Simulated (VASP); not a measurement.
Crystal: HfN.

```
CELL_PARAMETERS angstrom
0.00000 2.45482 2.45482
2.45482 0.00000 2.45482
2.45482 2.45482 0.00000
ATOMIC_POSITIONS crystal
Hf 0.00000 0.00000 0.00000
N 0.25000 0.25000 0.25000
```

The cell comes from a database or a generator and needn't be the stable form of this composition.

- Program: VASP 6.6.1
- Task: relaxation of cell and atoms
- Functional: r2SCAN
- Potentials or basis: VASP PAW PBE potentials, release 64 (Hf_pv, N)
- Cutoff: 600 eV
- k mesh: 8 × 8 × 8
- Occupations: fermi-dirac, width 0.05 eV
- Spin: no spin polarisation

At the start: pressure -3.7 GPa; volume 14.79 Å³/atom.

Question: How do energy, volume and symmetry change on relaxing?

Answer: Over 3 steps the energy falls by 3.1 meV/atom and the volume is 14.53 Å³/atom (-1.8 %); space group F-43m (No. 216, to 0.05 Å).

The path:
```csv
step,energy change (eV),largest force (eV/Å),pressure (GPa),volume (Å³)
1,0.0000,0.0000,-3.69,29.59
2,0.0133,0.0000,7.13,28.15
3,-0.0062,0.0000,-0.04,29.06
```

Final structure:
```
Hf N
1.0
     0.00000    2.44016    2.44016
     2.44016    0.00000    2.44016
     2.44016    2.44016    0.00000
Hf N
1 1
Cartesian
  0.0000 0.0000 0.0000
  1.2201 1.2201 1.2201
```

Caveat: the PAW data sets were made with another functional, which shifts forces and pressure a little.
